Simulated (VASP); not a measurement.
# Ca (P6_3/mmc) in VASP: notebook

The runs below take Ca through single point, with revPBE.

Everything below comes from runs of VASP 6.6.1. Logs are shortened: lines on timing, memory, paths and dates and some standing lists are left out, and cuts for length are marked.

## Step 1: Starting point

Symmetry: P6_3/mmc, No. 194, hexagonal system. Conventional cell: a = 3.961 Å, b = 3.961 Å, c = 6.504 Å, α = 90.00°, β = 90.00°, γ = 120.00°. Ca (site symmetry -6m2) is surrounded by 12 Ca at 3.96 to 3.98 Å.

This isn't the form of Ca at room conditions, which is fcc.

## Step 2: Single point, revPBE

Input file INCAR:

```
  PREC = Accurate
  ENCUT = 520
  EDIFF = 1E-6
  ISMEAR = -1
  SIGMA = 0.1
  LREAL = False
  LASPH = True
  NELM = 60
  ALGO = Fast
  ISIF = 2
  LWAVE = False
  LCHARG = True
  GGA = RE
  LELF = True
  LVHAR = True
  NBANDS = 17
```

Input file KPOINTS:

```
regular mesh
0
Gamma
  15 15 8
```

Input file POSCAR:

```
Ca
1.0
    3.9612026174      0.0000000000      0.0000000000
   -1.9806013087      3.4305020962      0.0000000000
    0.0000000000      0.0000000000      6.5044661013
Ca
2
Direct
    0.3333333333      0.6666666667      0.2500000000
    0.6666666667      0.3333333333      0.7500000000
```

Potentials or basis: VASP PAW PBE potentials, release 64 (Ca_sv).

The run is started by

```sh
> cat potpaw_PBE.64/Ca_sv/POTCAR > POTCAR
> mpirun -np 1 vasp_std > vasp.out
```

OUTCAR:

```text
PREC = Accurate
   ENCUT = 520
   EDIFF = 1E-6
   ISMEAR = -1
   LREAL = False
   LASPH = True
   NELM = 60
   ISIF = 2
   GGA = RE

 ion  position               nearest neighbor table
   1  0.333  0.667  0.250-
   2  0.667  0.333  0.750-

  LATTYP: Found a hexagonal cell.
 ALAT       =     3.9612026174
 C/A-ratio  =     1.6420432706

  Lattice vectors:

 A1 = (   3.9612026174,   0.0000000000,   0.0000000000)
 A2 = (  -1.9806013087,   3.4305020962,   0.0000000000)
 A3 = (   0.0000000000,   0.0000000000,   6.5044661013)

Analysis of symmetry for initial positions (statically):
=====================================================================
 Subroutine PRICEL returns:
 Original cell was already a primitive cell.

 Routine SETGRP: Setting up the symmetry group for a
 hexagonal supercell.

 Subroutine GETGRP returns: Found 24 space group operations
 (whereof 12 operations were pure point group operations)
 out of a pool of 24 trial point group operations.

The static configuration has the point symmetry D_3d.
 The point group associated with its full space group is D_6h.

Analysis of symmetry for dynamics (positions and initial velocities):
=====================================================================
 Subroutine PRICEL returns:
 Original cell was already a primitive cell.

 Routine SETGRP: Setting up the symmetry group for a
 hexagonal supercell.

 Subroutine GETGRP returns: Found 24 space group operations
 (whereof 12 operations were pure point group operations)
 out of a pool of 24 trial point group operations.

The dynamic configuration has the point symmetry D_3d.
 The point group associated with its full space group is D_6h.

 Subroutine INISYM returns: Found 24 space group operations
 (whereof 12 operations are pure point group operations),
 and found     1 'primitive' translations

----------------------------------------------------------------------------------------

                                     Primitive cell

  volume of cell :      88.3886

  direct lattice vectors                    reciprocal lattice vectors
     3.961202617  0.000000000  0.000000000     0.252448586  0.145751259  0.000000000
    -1.980601309  3.430502096  0.000000000     0.000000000  0.291502518  0.000000000
     0.000000000  0.000000000  6.504466101     0.000000000  0.000000000  0.153740520

  length of vectors
     3.961202617  3.961202617  6.504466101     0.291502518  0.291502518  0.153740520

  position of ions in fractional coordinates (direct lattice)
     0.333333333  0.666666667  0.250000000
     0.666666667  0.333333333  0.750000000

  ion indices of the primitive-cell ions
   primitive index   ion index
                 1           1
                 2           2

----------------------------------------------------------------------------------------

 KPOINTS: regular mesh

Automatic generation of k-mesh.
 Grid dimensions read from file:
 generate k-points for:   15   15    8

 Generating k-lattice:

  Cartesian coordinates                     Fractional coordinates (reciprocal lattice)
     0.016829906  0.009716751  0.000000000     0.066666667  0.000000000  0.000000000
     0.000000000  0.019433501  0.000000000     0.000000000  0.066666667  0.000000000
     0.000000000  0.000000000  0.019217565     0.000000000  0.000000000  0.125000000

  Length of vectors
     0.019433501  0.019433501  0.019217565

  Shift w.r.t. Gamma in fractional coordinates (k-lattice)
     0.000000000  0.000000000  0.000000000

 Subroutine IBZKPT returns following result:
 ===========================================

 Found    135 irreducible k-points:

 Following reciprocal coordinates:
            Coordinates               Weight
  0.000000  0.000000  0.000000      1.000000
  0.066667  0.000000  0.000000      6.000000
  0.133333 -0.000000  0.000000      6.000000
  0.200000 -0.000000  0.000000      6.000000
  0.266667 -0.000000  0.000000      6.000000
  0.333333  0.000000  0.000000      6.000000
[... 16 lines left out ...]
  0.333333  0.200000  0.000000     12.000000
  0.400000  0.200000  0.000000      6.000000
 [... further k-points ...]
   k-points           NKPTS =    135   k-points in BZ     NKDIM =    135   number of bands    NBANDS=     17
   number of dos      NEDOS =    301   number of ions     NIONS =      2
   total plane-waves  NPLWV =  43200
   dimension x,y,z NGX =    30 NGY =   30 NGZ =   48
   dimension x,y,z NGXF=    60 NGYF=   60 NGZF=   96
   ions per type =               2
   NGX,Y,Z   is equivalent  to a cutoff of  12.59, 12.59, 12.27 a.u.
   NGXF,Y,Z  is equivalent  to a cutoff of  25.18, 25.18, 24.54 a.u.
 SYSTEM =  unknown system
   PREC   = accura    normal or accurate (medium, high low for compatibility)
   ISTART =      0    job   : 0-new  1-cont  2-samecut
   ICHARG =      2    charge: 1-file 2-atom 10-const
   ISPIN  =      1    spin polarized calculation?
   LNONCOLLINEAR =      F non collinear calculations
   LSORBIT =      F    spin-orbit coupling
   LASPH  =      T    aspherical Exc in radial PAW
   ENCUT  =  520.0 eV  38.22 Ry    6.18 a.u.   7.37  7.37 12.09*2*pi/ulx,y,z
   NELM   =     60;   NELMIN=  2; NELMDL= -5     # of ELM steps
   EDIFF  = 0.1E-05   stopping-criterion for ELM
   LREAL  =      F    real-space projection
[... 7 lines left out ...]
   TEBEG  =    0.0;   TEEND  =   0.0 temperature during run
   PSTRESS=    0.0 pullay stress
   NELECT =      20.0000    total number of electrons
   NUPDOWN=      -1.0000    fix difference up-down
   EMIN   =  10.00;   EMAX   =-10.00  energy-range for DOS
   EFERMI =   0.00;   METHOD = LEGACY
   ISMEAR =    -1;   SIGMA  =   0.10  broadening in eV -4-tet -1-fermi 0-gaus
   EFERMI_NEDOS =   21; number of points for ismear=-14 and -15
   IALGO  =     68    algorithm
   IMIX   =      4    mixing-type and parameters
     AMIX     =   0.40;   BMIX     =  1.00
     AMIX_MAG =   1.60;   BMIX_MAG =  1.00
  volume/ion in A,a.u.               =      44.19       298.24
  Fermi-wavevector in a.u.,A,eV,Ry     =   0.997591  1.885174 13.540363  0.995189
  Thomas-Fermi vector in A             =   2.129758
   LORBIT       =      0    0 simple, 1 ext, 2 COOP (PROOUT), +10 PAW based schemes
   GGA     = RE    functional components
   LHFCALC =     F    Hartree Fock is set to
   AEXX    =    0.0000 exact exchange contribution
   IVDW    =     0    specifies the selected vdW correction
   LEPSILON=     F    determine dielectric tensor
   LRPA    =     F    only Hartree local field effects (RPA)
 non-spin polarized calculation
 RMM-DIIS sequential band-by-band and
  energy-cutoff  :      520.00
  volume of cell :       88.39
 maximum number of plane-waves:      2430
 NGX is ok and might be reduce to    30
   NGX = 15   NGY = 15   NGZ = 25

 number of electron      20.0000002 magnetization

 Free energy of the ion-electron system (eV)
  ---------------------------------------------------
  ext. energy  EPLUGINS =         0.00000000
  ---------------------------------------------------
  free energy    TOTEN  =        -3.56460078 eV

  energy without entropy =       -3.47809643  energy(sigma->0) =       -3.52134860

 E-fermi :   1.8982     XC(G=0):  -7.4965

 val. band max:        1.8810169119   @ k =   0.2667   0.0667   0.0000
 cond. band min:       1.9061702560   @ k =   0.3333   0.3333   0.3750
 fundamental gap:      0.0251533441
 Fermi energy:         1.8982487193

 k-point     1 :       0.0000    0.0000    0.0000
  band No.  band energies     occupation
      1     -40.3319      2.00000
      2     -40.3215      2.00000
      3     -21.3193      2.00000
      4     -21.2286      2.00000
      5     -21.2286      2.00000
      6     -21.2130      2.00000
[... 9 lines left out ...]
     16       4.4667      0.00000
     17       4.8508      0.00000

 k-point     2 :       0.0667    0.0000    0.0000
  band No.  band energies     occupation
      1     -40.3315      2.00000
      2     -40.3213      2.00000
      3     -21.3177      2.00000
      4     -21.2324      2.00000
      5     -21.2298      2.00000
      6     -21.2169      2.00000
[... 9 lines left out ...]
     16       4.5134      0.00000
     17       4.7820      0.00000

 k-point     3 :       0.1333   -0.0000    0.0000
  band No.  band energies     occupation
      1     -40.3303      2.00000
      2     -40.3207      2.00000
      3     -21.3130      2.00000
      4     -21.2432      2.00000
      5     -21.2332      2.00000
      6     -21.2280      2.00000
[... 9 lines left out ...]
     16       4.5998      0.00000
     17       4.6530      0.00000

 k-point     4 :       0.2000   -0.0000    0.0000
  band No.  band energies     occupation
      1     -40.3285      2.00000
      2     -40.3198      2.00000
      3     -21.3057      2.00000
      4     -21.2592      2.00000
      5     -21.2442      2.00000
      6     -21.2380      2.00000
[... 9 lines left out ...]
     16       4.5864      0.00000
     17       4.6066      0.00000
[... 343 lines left out ...]
      1     -40.3219      2.00000
      2     -40.3177      2.00000
      3     -21.2977      2.00000
      4     -21.2900      2.00000
      5     -21.2742      2.00000
      6     -21.2604      2.00000
[... 9 lines left out ...]
     16       5.1141      0.00000
     17       5.6376      0.00000

 k-point    23 :       0.3333    0.2000    0.0000
  band No.  band energies     occupation
      1     -40.3205      2.00000
      2     -40.3177      2.00000
      3     -21.3054      2.00000
      4     -21.2915      2.00000
      5     -21.2682      2.00000
      6     -21.2656      2.00000
[... 9 lines left out ...]
     16       5.3122      0.00000
     17       5.7008      0.00000

 k-point    24 :       0.4000    0.2000    0.0000
  band No.  band energies     occupation
      1     -40.3199      2.00000
      2     -40.3178      2.00000
      3     -21.3081      2.00000
      4     -21.2915      2.00000
      5     -21.2717      2.00000
      6     -21.2615      2.00000
[... 9 lines left out ...]
     16       5.4546      0.00000
     17       5.7108      0.00000

 [... further k-points ...]

------------------------ aborting loop because EDIFF is reached ----------------------------------------

  FORCE on cell =-STRESS in cart. coord.  units (eV):
  Direction    XX          YY          ZZ          XY          YZ          ZX
  --------------------------------------------------------------------------------------
  -------------------------------------------------------------------------------------
  Total       -0.0027833     -0.0027833     -0.0407502      0.0000000      0.0000000      0.0000000
  in kB       -0.0504507     -0.0504507     -0.7386589      0.0000000      0.0000000      0.0000000
  external PRESSURE =      -0.2798534 kB  Pullay stress =       0.0000000 kB

 VOLUME and BASIS-vectors are now :
 -----------------------------------------------------------------------------
  energy-cutoff  :      520.00
  volume of cell :       88.39
      direct lattice vectors                 reciprocal lattice vectors
     3.961202617  0.000000000  0.000000000     0.252448586  0.145751259  0.000000000
    -1.980601309  3.430502096  0.000000000     0.000000000  0.291502518  0.000000000
     0.000000000  0.000000000  6.504466101     0.000000000  0.000000000  0.153740520

 POSITION                                       TOTAL-FORCE (eV/Angst)
 -----------------------------------------------------------------------------------
     -0.00000      2.28700      1.62612         0.000000      0.000000     -0.000000
      1.98060      1.14350      4.87835        -0.000000     -0.000000      0.000000
 -----------------------------------------------------------------------------------
    total drift:                               -0.000000      0.000000      0.000000

  FREE ENERGIE OF THE ION-ELECTRON SYSTEM (eV)
  ---------------------------------------------------
  free  energy   TOTEN  =        -3.5646007786 eV

  energy  without entropy=       -3.4780964303  energy(sigma->0) =       -3.52134860
```

Wall time 3.7 min (1 thread of AMD EPYC 7R13 (Zen 3), shared host); peak memory 0.29 GiB.

Results:

| Item | Value |
| --- | --- |
| Free energy | -3.5646 eV |
| Pressure | 0.0 GPa |
| Band gap on the k mesh | none (metal or under the smearing width) |

Caveat: the PAW data sets were made with another functional, which shifts forces and pressure a little.

## Step 3: Single point, revPBE

Input file INCAR:

```
SYSTEM = Ca
PREC     = Accurate       ! precision mode
ENCUT    = 520            ! plane-wave cutoff, eV
EDIFF    = 1E-7           ! SCF threshold, eV
ISMEAR   = -1             ! smearing method
SIGMA    = 0.1            ! smearing width, eV
LREAL    = .FALSE.        ! projectors in reciprocal space
LASPH    = .TRUE.         ! aspherical terms in the spheres
NELM     = 100            ! most SCF steps
ALGO     = Normal         ! electronic algorithm
ISIF     = 2              ! what is computed and relaxed
LWAVE    = .FALSE.        ! write WAVECAR
LCHARG   = .TRUE.         ! write CHGCAR
GGA      = RE             ! functional
LELF     = .TRUE.         ! ELF
LVHAR    = .TRUE.       
NBANDS   = 17             ! bands
```

Input file KPOINTS:

```
regular mesh
0
G
  9 9 5
  0 0 0
```

POSCAR is that of step 2.

Potentials or basis: VASP PAW PBE potentials, release 64 (Ca_sv).

The run is started by

```sh
> cat potpaw_PBE.64/Ca_sv/POTCAR > POTCAR
> mpirun -np 1 vasp_std > vasp.out
```

Run time: 50 s. Hardware: 1 thread of AMD EPYC 7R13 (Zen 3), shared host; peak memory 0.18 GiB.

Results (log left out):

| Quantity | Value |
| --- | --- |
| Free energy | -3.5642 eV |
| Pressure | 0.0 GPa |
| Band gap on the k mesh | none (metal or under the smearing width) |

Levels at points of the mesh, in eV from the Fermi level:
| k point | band 6 | band 7 | band 8 | band 9 | band 10 | band 11 | band 12 | band 13 | band 14 | band 15 |
| --- | --- | --- | --- | --- | --- | --- | --- | --- | --- | --- |
| (0.00, 0.00, 0.00) | -23.11 | -23.11 | -23.10 | -3.97 | -1.00 | -0.26 | 2.26 | 2.28 | 2.28 | 2.57 |

Caveat: the PAW data sets were made with another functional, which shifts forces and pressure a little.
